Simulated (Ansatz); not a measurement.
# From LDA to G0W0: TiO2 (P3_121), part 2 of 2

Wanted: the gap of TiO2 (P3_121) with a many-body correction, and the time that it takes.

Ansatz 0.2.0; LDA, then G0W0 on it, plane waves, PAW. Known limits of the many-body steps: finite bands, screening cutoff and k mesh; no spin-orbit coupling in G0W0.

So far. Step 3 (The LDA band structure): Over mesh and path the gap is 3.654 eV, from k = (0.500, 0.000, 0.000) to k = (0.000, 0.000, 0.500). The least direct gap found is 3.722 eV, at k = (0.000, 0.000, 0.500).

In doubt: masses and optical values from hybrid runs of this build are listed as unsure (in some of the runs), which bears on the screening that GW takes from such a start.

**4. One-shot GW**

G0W0 replaces the xc potential by a self-energy built once from the orbitals of the start. Levels are corrected in the window of bands that the input names, at points of the mesh.

This step: G0W0 on LDA, plane waves, PAW.

The input, input.yaml:

```yaml
crystal:
  lattice:
    - [5.291, 0.0, 0.0]
    - [-2.6455, 4.5821404114, 0.0]
    - [0.0, 0.0, 6.133]
  atoms:
    - { symbol: Ti, position: [0.4584369692, 0.0, 0.3333333333] }
    - { symbol: Ti, position: [0.0, 0.4584369692, 0.6666666667] }
    - { symbol: Ti, position: [0.5415630308, 0.5415630308, 0.0] }
    - { symbol: O, position: [0.4119210658, 0.2878300503, 0.2237616203] }
    - { symbol: O, position: [0.7121699497, 0.1240910155, 0.5570949537] }
    - { symbol: O, position: [0.8759089845, 0.5880789342, 0.890428287] }
    - { symbol: O, position: [0.2878300503, 0.4119210658, 0.7762383797] }
    - { symbol: O, position: [0.1240910155, 0.7121699497, 0.4429050463] }
    - { symbol: O, position: [0.5880789342, 0.8759089845, 0.109571713] }
kpoints:
  mp_grid: { grid: [6, 6, 2] }
hamiltonian:
  xc: lda
scf:
  occupations: { method: fixed }
gw:
  n_empty_bands: 683
  ecut_chi: 160.0
  qp_bands: [v3, c3]
  qp_kpoints: band_edges
  screening: { model: contour_deformation }
```

Run with:

```console
$ ansatz run input.yaml --threads 3 --pin off --max-ram 92160MiB --backend cuda --events-out ev --progress --plain --runs-dir out --devices 1 --max-vram 13GiB  # rebuilt from the run's record
```

Numbers of over 12 decimals in the logs are rounded to 6 here.

What it wrote:

```text
GPUs: using 1 of 1 available (devices: 1).
[...]
GPU FFT provider: cuFFT
GPU libraries: cuBLAS 13.8.2, cuFFT 12.4.0, cuSOLVER 12.3.4
Crystal: 9 atoms, lattice volume = 148.689 Å³
Basis set: ecut = 420 eV, 2943 PW (Γ)
Bands: 45, of which v1, the nominal top of the filled ones, is band 36 counted from 1 (35 counted from 0)
Symmetry: 6 space group operations
[...]
k-points: 14 of 72 (time reversal used)
[...]
GPU buffer pool allocated for 58320 grid points (all kernels)
[...]
SCF iter   1: F=—  HF=-10693.871135 eV  |F-HF|=—  |Δ(HF+E_count)|=         —  Δρ=1.51e-2  dr2=3.30e-1  ethr=1.77e-3  ⟨swp⟩=4.1  Hψ=2199  notcnv=0  defer=88
[...]
SCF iter   8: F=-10693.799962 eV  HF=-10693.799962 eV  |F-HF|=1.09e-9  |Δ(HF+E_count)|=   6.17e-8  Δρ=2.13e-6  dr2=1.45e-8  ethr=1.39e-10  ⟨swp⟩=9.4  Hψ=1907  notcnv=0
SCF 1 converged in 8 iterations: F = -10693.799962 eV  dr2 = 1.45e-8
[...]
the band table was solved once the SCF had ended and its energy, with any forces and stress, was formed, with the checks that follow a solve (2430 applications of the Hamiltonian). They found nothing against the state; the energy, forces and stress were not computed again (output.eigenvalues in the input reference)
[...]
G₀W₀ screening: q 1/14
[... further progress lines ...]
SCF converged after 8 iterations
Free energy (F): -10693.799962 eV
[...]
Internal energy: -10693.799962 eV  (E = F + TS)
E sigma→0 (E₀):  -10693.799962 eV
Fermi energy:    1.918761 eV
[...]
--- Band table (eV; the first three rows and the last of 14) ---
  k-point 0: bands = [... 32 lower, 1.0140, 1.5732, 1.6287, 1.6287, 5.7632, 6.2331, 6.2331, 6.5772, ... 5 higher]
  k-point 1: bands = [... 32 lower, 1.2819, 1.8454, 1.8454, 1.8508, 5.5725, 6.0984, 6.0984, 6.3081, ... 5 higher]
  k-point 2: bands = [... 32 lower, 1.2616, 1.4885, 1.5192, 1.6747, 5.8319, 6.1401, 6.2237, 6.5221, ... 5 higher]
  k-point 13: bands = [... 32 lower, 1.1485, 1.4120, 1.4120, 1.6460, 6.4894, 6.4894, 6.5119, 6.8522, ... 5 higher]
--- G₀W₀: contour deformation, 6 samples at zero and on the imaginary axis and 1 off it, 72 q-points, 683 empty bands' worth ---
  eigenvalues of the whole cell's RPA ε∞ on this k-mesh (on a slab, of 1 + 4πα/V) = 3.6742, 3.6742, 4.0938; static W/v taken at q = 0 is 0.245799
  bands read: the sum over 719 bands ends inside a degenerate multiplet in 2 slots, whose members it reads at an even weight; the widest, k=0: bands 719 to 720 (counted from 1) at 1/2 each
  gw.qp_kpoints: band_edges: 14 of 14 stored k-points solved, in 1 pass; an edge of the gap read off the rows below is read off those points alone
    ik  band        ε_KS         Σx   Σc(E_QP)       V_xc       Z   E_QP_lin       E_QP  E_QP is
     0    34      1.5732   -24.8470     4.3229   -19.8901  0.7142     0.9310     0.9392  root
     0    35      1.6287   -25.1287     4.2352   -20.2921  0.7143     1.0201     1.0273  root
     0    36      1.6287   -25.1287     4.2352   -20.2921  0.7143     1.0201     1.0273  root
     0    37      5.7632   -13.5846    -6.7806   -22.1069  0.7298     7.5694     7.5049  root
     0    38      6.2331   -13.7193    -6.5791   -21.9802  0.7261     7.9783     7.9149  root
     0    39      6.2331   -13.7193    -6.5791   -21.9802  0.7261     7.9783     7.9149  root
     1    34      1.8454   -25.3860     4.3139   -20.4655  0.7150     1.2317     1.2389  root
     1    35      1.8454   -25.3860     4.3139   -20.4655  0.7150     1.2317     1.2389  root
     1    36      1.8508   -25.0577     4.3159   -20.1130  0.7151     1.2143     1.2220  root
     1    37      5.5725   -13.2987    -6.7570   -21.7730  0.7300     7.3523     7.2899  root
     1    38      6.0984   -13.9434    -6.6278   -22.2999  0.7288     7.8915     7.8271  root
     1    39      6.0984   -13.9434    -6.6278   -22.2999  0.7288     7.8915     7.8271  root
     2    34      1.4885   -24.9026     4.2716   -20.0140  0.7133     0.8638     0.8716  root
     2    35      1.5192   -24.9559     4.1622   -20.2095  0.7130     0.9282     0.9351  root
     2    36      1.6747   -25.0918     4.2351   -20.2547  0.7144     1.0655     1.0727  root
     2    37      5.8319   -13.5216    -6.7318   -21.9806  0.7299     7.6228     7.5591  root
     2    38      6.1401   -13.7022    -6.5723   -21.9650  0.7276     7.8936     7.8306  root
     2    39      6.2237   -13.8289    -6.5881   -22.1009  0.7248     7.9716     7.9076  root
     3    34      1.7300   -25.1505     4.2978   -20.2393  0.7143     1.1091     1.1165  root
     3    35      1.7744   -25.2839     4.2954   -20.3809  0.7147     1.1596     1.1669  root
     3    36      1.8201   -25.1579     4.2987   -20.2413  0.7149     1.1948     1.2023  root
     3    37      5.6738   -13.3620    -6.7180   -21.7875  0.7293     7.4436     7.3813  root
     3    38      6.1682   -13.9832    -6.6828   -22.3927  0.7267     7.9604     7.8948  root
     3    39      6.2183   -14.0585    -6.6429   -22.4234  0.7261     8.0058     7.9402  root
     4    34      1.2743   -24.8105     4.2765   -19.9068  0.7124     0.6388     0.6471  root
     4    35      1.5921   -25.0280     4.2654   -20.1508  0.7137     0.9729     0.9804  root
     4    36      1.8301   -25.2532     4.2659   -20.3807  0.7153     1.2164     1.2235  root
     4    37      5.8780   -13.3781    -6.6326   -21.7272  0.7331     7.6563     7.5945  root
     4    38      5.9626   -13.6435    -6.6429   -21.9848  0.7269     7.7245     7.6611  root
     4    39      6.2231   -13.7178    -6.6189   -22.0313  0.7276     7.9816     7.9176  root
     5    34      1.5892   -24.9886     4.2823   -20.0844  0.7141     0.9595     0.9673  root
     5    35      1.6423   -25.2677     4.3315   -20.3140  0.7143     1.0124     1.0202  root
     5    36      1.7386   -25.1463     4.2993   -20.2278  0.7144     1.1118     1.1194  root
     5    37      5.9645   -13.5359    -6.6815   -21.9060  0.7262     7.7164     7.6531  root
     5    38      6.2473   -13.9838    -6.7586   -22.4646  0.7242     8.0367     7.9696  root
     5    39      6.4861   -14.1084    -6.6780   -22.4845  0.7207     8.2511     8.1842  root
     6    34      1.1770   -24.7605     4.2514   -19.8834  0.7117     0.5430     0.5513  root
     6    35      1.6688   -25.1653     4.3068   -20.2422  0.7142     1.0450     1.0526  root
     6    36      1.9188   -25.4015     4.2978   -20.4941  0.7157     1.3021     1.3092  root
     6    37      5.8694   -13.4885    -6.6500   -21.8403  0.7291     7.6337     7.5711  root
[...]
12    34      1.6006   -25.1816     4.2922   -20.2692  0.7143     0.9726     0.9804  root
    12    35      1.6006   -25.1816     4.2922   -20.2692  0.7143     0.9726     0.9804  root
    12    36      1.8322   -25.3044     4.3062   -20.3842  0.7152     1.2109     1.2182  root
    12    37      5.7045   -13.2193    -6.6707   -21.5977  0.7323     7.4735     7.4121  root
    12    38      6.2197   -13.7886    -6.5995   -22.0902  0.7274     7.9860     7.9217  root
    12    39      6.2197   -13.7886    -6.5995   -22.0902  0.7274     7.9860     7.9217  root
    13    34      1.4120   -25.0333     4.3527   -20.0435  0.7126     0.7665     0.7750  root
    13    35      1.4120   -25.0333     4.3527   -20.0435  0.7126     0.7665     0.7750  root
    13    36      1.6460   -25.2799     4.3694   -20.2685  0.7153     0.9958     1.0040  root
    13    37      6.4894   -13.9982    -6.6714   -22.3339  0.7172     8.2200     8.1537  root
    13    38      6.4894   -13.9982    -6.6714   -22.3339  0.7172     8.2200     8.1537  root
    13    39      6.5119   -14.1577    -6.8538   -22.7112  0.7150     8.2815     8.2117  root
```

Wall time 2.3 min (1 × NVIDIA H100 80GB HBM3 (shared by 6 runs) with 3 threads of AMD EPYC 7R13 (Zen 3), shared host); peak memory 2.6 GiB.

This step gave:

```yaml
bands_summed: 719
rpa_eps_infinity_on_this_mesh_eigenvalues: 3.674, 3.674, 4.094
plane_waves_in_the_screening_matrix: 709
q_points_in_the_mesh: 72
g0w0_gap_over_the_corrected_points: 5.981 eV
k_of_the_valence_top: 0, -0.5, 0
k_of_the_conduction_bottom: 0, 0, -0.5
starting_gap_on_the_mesh: 3.654 eV
z_at_the_valence_top: 0.7157
z_at_the_conduction_bottom: 0.7300
least_direct_g0w0_gap_over_the_corrected_points: 6.051 eV
```

Over all 14 irreducible mesh points the G0W0 gap is 5.981 eV, from k = (0.000, -0.500, 0.000) to k = (0.000, 0.000, -0.500). The LDA gap of this run on the mesh is 3.654 eV. The two states that bound the G0W0 gap lie that far apart at the start, so the correction of the gap is 5.981 − 3.654 = +2.327 eV. The start of this run differs from the step before in mesh (6×6×4 and 6×6×2).

Labels follow the order of the start: v1 is the top filled band, c1 the lowest empty one; levels that stay degenerate share a row, the window can cut a multiplet, doubted levels are not marked in this list, bands outside the window were not corrected, and the list may be a part of the corrected levels. The levels before and after the correction (eV, zero at the valence-band top of each column):

|  | conduction bottom | valence top |
| --- | --- | --- |
| Kohn-Sham | 3.65 | 0.00 |
| G0W0 | 5.98 | 0.00 |

```
                      level  occupation  energy (eV)
Kohn-Sham  (0 0 -0.5) v3-v2           2       -0.073
Kohn-Sham     (0 0 -0.5) v1           2       -0.068
Kohn-Sham     (0 0 -0.5) c1           0        3.654
Kohn-Sham  (0 0 -0.5) c2-c3           0        4.180
Kohn-Sham     (0 -0.5 0) v3           2       -0.742
Kohn-Sham     (0 -0.5 0) v2           2       -0.250
Kohn-Sham     (0 -0.5 0) v1           2        0.000
Kohn-Sham     (0 -0.5 0) c1           0        3.951
Kohn-Sham     (0 -0.5 0) c2           0        3.960
Kohn-Sham     (0 -0.5 0) c3           0        4.301
     G0W0  (0 0 -0.5) v3-v2           2       -0.070
     G0W0     (0 0 -0.5) v1           2       -0.087
     G0W0     (0 0 -0.5) c1           0        5.981
     G0W0  (0 0 -0.5) c2-c3           0        6.518
     G0W0     (0 -0.5 0) v3           2       -0.758
     G0W0     (0 -0.5 0) v2           2       -0.257
     G0W0     (0 -0.5 0) v1           2        0.000
     G0W0     (0 -0.5 0) c1           0        6.262
     G0W0     (0 -0.5 0) c2           0        6.289
     G0W0     (0 -0.5 0) c3           0        6.611
```

The parts of the quasiparticle energy for the two states that bound the G0W0 gap, in eV on the run's own scale (QP = start + Σx + Σc − Vxc, with Σc at the quasiparticle energy):

| edge | k | band | start | Σx | Σc | Vxc | Z | QP |
| --- | --- | --- | --- | --- | --- | --- | --- | --- |
| valence top | (0.000, -0.500, 0.000) | 36 | 1.919 | −25.401 | 4.298 | −20.494 | 0.716 | 1.309 |
| conduction bottom | (0.000, 0.000, -0.500) | 37 | 5.572 | −13.299 | −6.757 | −21.773 | 0.730 | 7.290 |

**5. The runs together**

Each gap is the least one over the points named; times are wall times on shared hosts, not benchmarks. A G0W0 time includes the run's own self-consistent start. Rows marked * are further runs, not shown as steps, whose inputs differ from the G0W0 step on the same start in the columns given; solver thresholds can differ too. Rows marked ? have an edge level that the program doubts. Symmetry makes (0.500, 0.000, 0.000) and (0.000, -0.500, 0.000) one point. Symmetry makes (0.000, 0.000, 0.500) and (0.000, 0.000, -0.500) one point.

| level | mesh | files, cutoff | bands summed, screening | points | gap (eV) | valence top | conduction bottom | least direct gap (eV) | time |
| --- | --- | --- | --- | --- | --- | --- | --- | --- | --- |
| LDA | 6×6×4 | soft_2 PAW, 420 eV | - | mesh and path | 3.654 | (0.500, 0.000, 0.000) | (0.000, 0.000, 0.500) | 3.722 | 10 s |
| G0W0@LDA*? | 6×6×2 | soft_2 PAW, 420 eV | 148, 48 eV | all 14 irreducible mesh points | 6.262 | (0.000, -0.500, 0.000) | (0.000, 0.000, -0.500) | 6.334 | 13 s |
| G0W0@LDA* | 6×6×2 | soft_2 PAW, 420 eV | 353, 96 eV | all 14 irreducible mesh points | 5.983 | (0.000, -0.500, 0.000) | (0.000, 0.000, -0.500) | 6.058 | 38 s |
| G0W0@LDA | 6×6×2 | soft_2 PAW, 420 eV | 719, 160 eV | all 14 irreducible mesh points | 5.981 | (0.000, -0.500, 0.000) | (0.000, 0.000, -0.500) | 6.051 | 2.3 min |
| G0W0@LDA* | 3×3×2 | soft_2 PAW, 420 eV | 353, 96 eV | all 6 irreducible mesh points | 6.069 | (0.000, 0.000, -0.500) | (0.000, 0.000, -0.500) | 6.069 | 8.8 s |
| G0W0@LDA* | 6×6×2 | soft_2 PAW, 420 eV | 353, 96 eV, plasmon pole | all 14 irreducible mesh points | 6.099 | (0.000, -0.500, 0.000) | (0.000, 0.000, -0.500) | 6.175 | 52 s |

**6. Results**

| Item | Value |
| --- | --- |
| LDA gap over mesh and path | 3.654 eV, from k = (0.500, 0.000, 0.000) to k = (0.000, 0.000, 0.500) |
| G0W0@LDA gap over all 14 irreducible mesh points | 5.981 eV, from k = (0.000, -0.500, 0.000) to k = (0.000, 0.000, -0.500) |
| GW settings | 6×6×2 mesh, 683 empty bands, screening to 160 eV |
| known limits | finite bands, screening cutoff and k mesh; no spin-orbit coupling in G0W0 |

Over all 14 irreducible mesh points the G0W0 gap is 5.981 eV, from k = (0.000, -0.500, 0.000) to k = (0.000, 0.000, -0.500). The LDA gap of this run on the mesh is 3.654 eV. The two states that bound the G0W0 gap lie that far apart at the start, so the correction of the gap is 5.981 − 3.654 = +2.327 eV. The valence state moves by 1.309 − 1.919 = −0.610 eV and the conduction state by 7.290 − 5.572 = +1.718 eV, on the run's own scale; how far single levels stand from their limit in bands is not shown. Both edges that LDA shows over mesh and path lie at k points where levels were corrected. Levels at other points were not corrected, so a lower G0W0 gap elsewhere in the zone is not ruled out. From 148 bands and 48 eV to 719 bands and 160 eV the gap moves by 5.981 − 6.262 = −0.281 eV (rung by rung 6.262, 5.983, 5.981 eV); bands and screening cutoff rise together, so their parts are not told apart. An edge row is in doubt in the run with 148 bands, so no limit is drawn and it is not known. With the 3×3×2 mesh in place of the 6×6×2 mesh and all else as in the G0W0@LDA row with 353 bands, the gap differs by 6.069 − 5.983 = +0.086 eV, and that of the start by 3.721 − 3.654 = +0.067 eV; an edge lies at another k point, so this need not be the shift of one pair of states. With the plasmon pole model in place of the contour deformation model and all else as in the G0W0@LDA row with 353 bands, the gap differs by 6.099 − 5.983 = +0.116 eV. G0W0 on other starts in this series, not shown as steps and not all at these settings: 6.517 eV on HSE06 (6×6×2, soft_2 PAW, 353 bands, 96 eV) and 6.827 eV on PBE0 (6×6×2, soft_2 PAW, 353 bands, 96 eV). The G0W0 runs are scalar-relativistic. G0W0@LDA runs of this series with other atomic data on the same mesh, not shown as steps, give 5.982 eV (hard PAW, 930 eV, 353 bands, screening to 96 eV; the table's row with the same empty bands and screening cutoff has 5.983 eV); where bands and cutoffs differ too, the part of the files is not isolated.

[Paths, hosts, dates, memory and timing lines, banners, echoed tables and standing remarks are left out of the program output.]

[Logs are printed without paths, hosts, clocks, repeated set-up lines and the standing remarks that a program may print on its own settings, such as how far it seeks lower states.]

[Runs of the session that timed out or met a known fault of the program may be left out.]

[Cells called generated may have been cut or substituted from an entry of the Crystallography Open Database or the Materials Project.]

[Hosts, paths, dates, database ids (printed as entryN), source tags and the programs' standing remarks are cut or masked in the printed files.]

[Where an RPA ε∞ is given, it is that of the G0W0 mesh and is not shown converged in it. Names of k-points follow the symmetry that the program found, which can be lower than the space group named. Band edges on a path are those of the sampled points; other points can move an edge, and change direct to indirect where valleys lie close.]

[Hybrid gaps are those of their k-mesh and are not shown converged in it.]
